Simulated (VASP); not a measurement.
# SiC in VASP: one cell, several levels of theory

What does VASP give for SiC in the database structure, under +2.7 % biaxial strain in x and y, free along z, the cell held fixed? Runs: PBE, r2SCAN.

The runs shown are made with VASP 6.6.1. PAW datasets, plane waves. Spin-unpolarised throughout; all numbers are computed.

### 1 The structure to begin with

The cell comes from an earlier relaxation with r2SCAN in another program, then strained, with the atoms relaxed again.

The symmetry is P6_3mc (No. 186, hexagonal); a = 3.158 Å, c = 5.027 Å in the conventional setting, 10.85 Å³ an atom. Near Si stand 4 C at 1.90–1.92 Å; near C stand 4 Si at 1.90–1.92 Å.

Structure file:

```cif
data_structure
_symmetry_space_group_name_H-M 'P6_3mc'
_symmetry_Int_Tables_number 186
_cell_length_a 3.1581
_cell_length_b 3.1581
_cell_length_c 5.0269
_cell_angle_alpha 90.000
_cell_angle_beta 90.000
_cell_angle_gamma 120.000
_cell_volume 43.42
loop_
_atom_site_label
_atom_site_type_symbol
_atom_site_symmetry_multiplicity
_atom_site_Wyckoff_symbol
_atom_site_fract_x
_atom_site_fract_y
_atom_site_fract_z
_atom_site_occupancy
Si1 Si 2 b 0.33333 0.66667 0.49830 1
C1 C 2 b 0.33333 0.66667 0.87670 1
```

### 2 Single point with PBE

INCAR

```
ENCUT = 520.000000
SIGMA = 0.020000
EDIFF = 1.00e-07
GGA = PE
PREC = Accurate
IBRION = -1
ISIF = 2
ISMEAR = -1
NBANDS = 16
NELM = 120
NSW = 0
LASPH = .TRUE.
LCHARG = .TRUE.
LELF = .TRUE.
LWAVE = .FALSE.
LREAL = .FALSE.
```

KPOINTS

```
KPOINTS created by Atomic Simulation Environment
0
Gamma
12 12 6
0 0 0
```

KPOINTS_OPT

```
special points
7
Reciprocal
0.0000000000 0.0000000000 0.0000000000 1
0.5000000000 0.0000000000 0.0000000000 1
0.3333333333 0.3333333333 0.0000000000 1
0.0000000000 0.0000000000 0.5000000000 1
0.5000000000 0.0000000000 0.5000000000 1
0.3333333333 0.3333333333 0.5000000000 1
0.0000000000 0.5000000000 0.0000000000 1
```

POSCAR

```
Si C
 1.0000000000000000
     3.1580835113739250    0.0000000000000000    0.0000000000000000
    -1.5790417556869625    2.7349805481225813    0.0000000000000000
     0.0000000000000000    0.0000000000000000    5.0268932654000000
 Si  C
   2   2
Cartesian
 -0.0000000000000000  1.8233203654150540  2.5048894552885170
  1.5790417556869623  0.9116601827075270  5.0183360879885166
 -0.0000000000000000  1.8233203654150540  4.4070887846364810
  1.5790417556869623  0.9116601827075270  1.8936421519364817
```

The run uses the recommended PBE PAW datasets (16 valence electrons a neutral cell).

The run is started by

```sh
$ mpirun -np 1 vasp_std
```

Printed to the terminal (iteration lines stand in OSZICAR):

```text
POSCAR found type information on POSCAR SiC
 POSCAR found :  2 types and       4 ions
 LDA part: xc-table for (Slater+PW92), standard interpolation
 POSCAR, INCAR and KPOINTS ok, starting setup
 FFT: planning ... GRIDC
 FFT: planning ... GRID_SOFT
 FFT: planning ... GRID
 WAVECAR not read
 entering main loop
 Start KPOINTS_OPT (optional k-point list driver)
k-point batch [1-7\7]
```

OSZICAR:

```text
N       E                     dE             d eps       ncg     rms          rms(c)
DAV:   1     0.253848613152E+02    0.25385E+02   -0.70411E+03  2432   0.889E+02
DAV:   2    -0.308578625328E+02   -0.56243E+02   -0.51688E+02  3416   0.158E+02
DAV:   3    -0.334962479134E+02   -0.26384E+01   -0.26272E+01  3192   0.312E+01
DAV:   4    -0.335173302819E+02   -0.21082E-01   -0.21080E-01  2984   0.339E+00
DAV:   5    -0.335175455640E+02   -0.21528E-03   -0.21528E-03  3184   0.326E-01    0.118E+01
DAV:   6    -0.301025183956E+02    0.34150E+01   -0.62843E+00  3072   0.152E+01    0.524E+00
DAV:   7    -0.300578310142E+02    0.44687E-01   -0.10108E+00  3456   0.582E+00    0.239E+00
DAV:   8    -0.300421255829E+02    0.15705E-01   -0.43242E-02  2728   0.136E+00    0.592E-01
DAV:   9    -0.300407039786E+02    0.14216E-02   -0.73836E-03  3144   0.575E-01    0.127E-01
DAV:  10    -0.300410629735E+02   -0.35899E-03   -0.11231E-03  3024   0.191E-01    0.589E-02
DAV:  11    -0.300410935686E+02   -0.30595E-04   -0.11577E-04  2760   0.745E-02    0.138E-02
DAV:  12    -0.300410945928E+02   -0.10241E-05   -0.79854E-06  3208   0.180E-02    0.403E-03
DAV:  13    -0.300410952854E+02   -0.69267E-06   -0.61449E-07  3016   0.511E-03    0.241E-03
DAV:  14    -0.300410953252E+02   -0.39735E-07   -0.25998E-08  1920   0.103E-03
   1 F= -.30041095E+02 E0= -.30041095E+02  d E =-.576950E-11
       N       E                     dE             ncg
DAV:   1     0.181258573301E+04   -0.28393E+04      224
DAV:   2     0.144509221625E+04   -0.36749E+03      320
DAV:   3     0.142916088849E+04   -0.15931E+02      288
DAV:   4     0.142903201947E+04   -0.12887E+00      272
DAV:   5     0.142903040580E+04   -0.16137E-02      280
DAV:   6     0.142903037506E+04   -0.30737E-04      296
DAV:   7     0.142903037430E+04   -0.76245E-06      264
DAV:   8     0.142903037428E+04   -0.22734E-07      256
```

The lines after F= are the extra pass for the points of KPOINTS_OPT, at fixed density; their E is not a total energy.

OUTCAR, selected sections:

```text
k-points           NKPTS =     76   k-points in BZ     NKDIM =     76   number of bands    NBANDS=     16

   NELECT =      16.0000    total number of electrons

   dimension x,y,z NGX =    24 NGY =   24 NGZ =   40
   dimension x,y,z NGXF=    48 NGYF=   48 NGZF=   80

  energy-cutoff  :      520.00
  volume of cell :       43.42
      direct lattice vectors                 reciprocal lattice vectors
     3.158083511  0.000000000  0.000000000     0.316647738  0.182816657  0.000000000
    -1.579041756  2.734980548  0.000000000     0.000000000  0.365633313  0.000000000
     0.000000000  0.000000000  5.026893265     0.000000000  0.000000000  0.198930024

 k-points in reciprocal lattice and weights: KPOINTS created by Atomic Simulation Env
   0.00000000  0.00000000  0.00000000       0.001
   0.08333333 -0.00000000  0.00000000       0.007
   0.16666667  0.00000000  0.00000000       0.007
   0.25000000 -0.00000000  0.00000000       0.007
   0.33333333 -0.00000000  0.00000000       0.007
   0.41666667 -0.00000000  0.00000000       0.007
   0.50000000 -0.00000000  0.00000000       0.003
   0.08333333  0.08333333  0.00000000       0.007
[... 68 more k-points ...]

 E-fermi :   8.1580

 k-point     1 :       0.0000    0.0000    0.0000
  band No.  band energies     occupation
      1      -7.4708      2.00000
      2      -3.8538      2.00000
      3      -0.6207      2.00000
      4       6.2256      2.00000
      5       6.2256      2.00000
      6       7.6622      2.00000
      7       7.6622      2.00000
      8       7.7785      2.00000
      9      11.6421      0.00000
     10      13.6328      0.00000
     11      13.8650      0.00000
     12      13.8650      0.00000
     13      15.3494      0.00000
     14      16.2628      0.00000
     15      16.2628      0.00000
     16      18.7925      0.00000

 k-point     2 :       0.0833   -0.0000    0.0000
  band No.  band energies     occupation
      1      -7.3576      2.00000
      2      -3.7595      2.00000
      3      -0.5193      2.00000
      4       5.5561      2.00000
      5       6.0283      2.00000
      6       7.2026      2.00000
      7       7.6027      2.00000
      8       7.6873      2.00000
      9      12.0969      0.00000
     10      13.5919      0.00000
     11      14.0249      0.00000
     12      14.1017      0.00000
     13      15.3882      0.00000
     14      16.0713      0.00000
     15      16.5587      0.00000
     16      17.8709      0.00000

 k-point     3 :       0.1667    0.0000    0.0000
  band No.  band energies     occupation
      1      -7.0214      2.00000
      2      -3.4867      2.00000
      3      -0.2262      2.00000
      4       4.1351      2.00000
      5       5.5791      2.00000
      6       6.1232      2.00000
      7       7.3583      2.00000
      8       7.4030      2.00000
      9      12.0776      0.00000
     10      14.1488      0.00000
     11      14.5035      0.00000
     12      14.6393      0.00000
     13      14.7238      0.00000
     14      16.4483      0.00000
     15      17.0315      0.00000
     16      17.2292      0.00000

 k-point     4 :       0.2500   -0.0000    0.0000
  band No.  band energies     occupation
      1      -6.4734      2.00000
      2      -3.0768      2.00000
      3       0.1999      2.00000
      4       2.6368      2.00000
      5       4.8048      2.00000
      6       5.0894      2.00000
      7       6.7668      2.00000
      8       7.1105      2.00000
      9      11.3716      0.00000
     10      13.5546      0.00000
     11      14.7448      0.00000
     12      14.9481      0.00000
     13      15.4341      0.00000
     14      16.7269      0.00000
     15      17.4147      0.00000
     16      18.0540      0.00000

 k-point     5 :       0.3333   -0.0000    0.0000
  band No.  band energies     occupation
      1      -5.7419      2.00000
      2      -2.6647      2.00000
      3       0.4079      2.00000
      4       1.7312      2.00000
      5       3.4770      2.00000
      6       4.6836      2.00000
      7       5.9428      2.00000
      8       6.8274      2.00000
      9      10.7408      0.00000
     10      12.7202      0.00000
     11      14.5394      0.00000
     12      14.8455      0.00000
     13      16.3332      0.00000
     14      17.2836      0.00000
     15      18.2596      0.00000
     16      19.2745      0.00000

 k-point     6 :       0.4167   -0.0000    0.0000
  band No.  band energies     occupation
      1      -4.9125      2.00000
      2      -2.6225      2.00000
      3       0.1204      2.00000
      4       2.0012      2.00000
      5       2.3696      2.00000
      6       4.4223      2.00000
      7       5.0587      2.00000
      8       6.6310      2.00000
      9      10.3265      0.00000
     10      12.2454      0.00000
     11      14.3064      0.00000
     12      14.6670      0.00000
     13      17.0928      0.00000
     14      17.7144      0.00000
     15      18.6455      0.00000
     16      19.4725      0.00000

 k-point     7 :       0.5000   -0.0000    0.0000
  band No.  band energies     occupation
      1      -4.3943      2.00000
      2      -2.9043      2.00000
      3       0.1801      2.00000
      4       1.6952      2.00000
      5       2.4553      2.00000
      6       4.3326      2.00000
      7       4.5830      2.00000
      8       6.5614      2.00000
      9      10.1825      0.00000
     10      12.0961      0.00000
     11      14.2172      0.00000
     12      14.5937      0.00000
     13      17.8400      0.00000
     14      17.8804      0.00000
     15      17.9815      0.00000
     16      19.8195      0.00000

 k-point     8 :       0.0833    0.0833    0.0000
  band No.  band energies     occupation
      1      -7.1329      2.00000
      2      -3.5757      2.00000
      3      -0.3216      2.00000
      4       4.6331      2.00000
      5       5.5140      2.00000
      6       6.6030      2.00000
      7       7.3772      2.00000
      8       7.4774      2.00000
      9      12.6116      0.00000
     10      13.2556      0.00000
     11      14.4520      0.00000
     12      14.5795      0.00000
     13      15.3967      0.00000
     14      15.7715      0.00000
     15      17.0755      0.00000
     16      17.6448      0.00000

[... the tables of k-points 9 to 76 left out ...]

  Total       -3.0745083     -3.0745083      0.7962453      0.0000000      0.0000000     -0.0000000
  in kB     -113.4511052   -113.4511052     29.3819031      0.0000000      0.0000000     -0.0000000
  external PRESSURE =     -65.8401025 kB  Pullay stress =       0.0000000 kB

 POSITION                                       TOTAL-FORCE (eV/Angst)
 -----------------------------------------------------------------------------------
      0.00000      1.82332      2.50489        -0.000000     -0.000000     -0.036200
      1.57904      0.91166      5.01834         0.000000     -0.000000     -0.036200
      0.00000      1.82332      4.40709        -0.000000     -0.000000      0.036200
      1.57904      0.91166      1.89364         0.000000      0.000000      0.036200
 -----------------------------------------------------------------------------------
    total drift:                                0.000000      0.000000      0.000072

  FREE ENERGIE OF THE ION-ELECTRON SYSTEM (eV)
  ---------------------------------------------------
  free  energy   TOTEN  =       -30.0410953252 eV

  energy  without entropy=      -30.0410953251  energy(sigma->0) =      -30.04109533
```

Run time: 49 s. Hardware: 1 MPI rank of Intel Xeon Platinum 8488C, shared host; peak memory 0.21 GiB.

The levels at the points of KPOINTS_OPT are read from vasprun.xml.

Band energies at the special points (eV, zero at the top of v, the last band that the electrons fill by count):

```
point    v−1      v     c   c+1
    Γ  -0.12   0.00  3.86  5.85
    M  -3.20  -1.22  2.40  4.32
    K  -3.98  -3.58  2.44  7.84
    A  -0.90  -0.90  5.07  5.07
    L  -2.18  -2.18  3.18  3.18
    H  -1.60  -1.60  5.03  5.03
```

Gap with PBE: 2.40 eV, valence top at Γ, conduction bottom at M. Least direct gap: 3.62 eV. The pressure is -6.58 GPa, and the largest force is 0.036 eV/Å, on atom 1 (Si).

Density in a lattice plane of the grid's cell (edges 3.16 and 5.03 Å, at 0.333 of the third edge), which holds Si and C.

Ten even steps from ' ' (-0.14 e/Å³) to '@' (1.71 e/Å³):
```
----------------::..    ..::----
------------------::....::::----
::----------::::::::::::::::::::
::::::::::::::::::........::::::
..::::::::::....................
................................
................................
..................::::::::......
::::::::::::::::::----------::::
::::::::::::----==++****++====--
--::::::::----++**%%@@@@%%##++==
--::::::::--==++%%@@@@%%@@%%**==
::::....::::--++##@@@@@@@@%%**==
::........::::==**%%@@@@@@**==--
............::--==**####**++--::
............::::--==++++++==::::
..............::----======--::::
............::::::::----::::::::
::::....::::::::::........::::::
::::::::::::----::..      ::::--
```
Columns run along the first of these edges and rows up along the second, over one cell in 16 and 20 even steps from the bottom left corner. Atoms in the plane (fractional): Si at (0.67, 1.00), C at (0.67, 0.38).

ELF in the same plane.

Ten even steps from '0' (0.05) to '9' (0.93):
```
8777788752001478
8777788763112578
7666677654223567
5555555443222345
3455443211001122
2344321100000001
2233321100000011
3222223333333333
5422356666666666
7533578888777888
8643588986446899
8643578874002788
7532467873002688
5311246777556777
3100135789999876
2000014689999874
2000013579999863
3211223445666443
5544455421111235
7766677641000267
```
Columns run along the first of these edges and rows up along the second, over one cell in 16 and 20 even steps from the bottom left corner. Atoms in the plane (fractional): Si at (0.67, 1.00), C at (0.67, 0.38).

Both are smooth fields of the valence electrons: close to the nuclei they are not physical.

The highest ELF values outside the cores: 0.93 on the C–Si line, 0.9 Å from C.

(Part 1 of 2 ends here.)
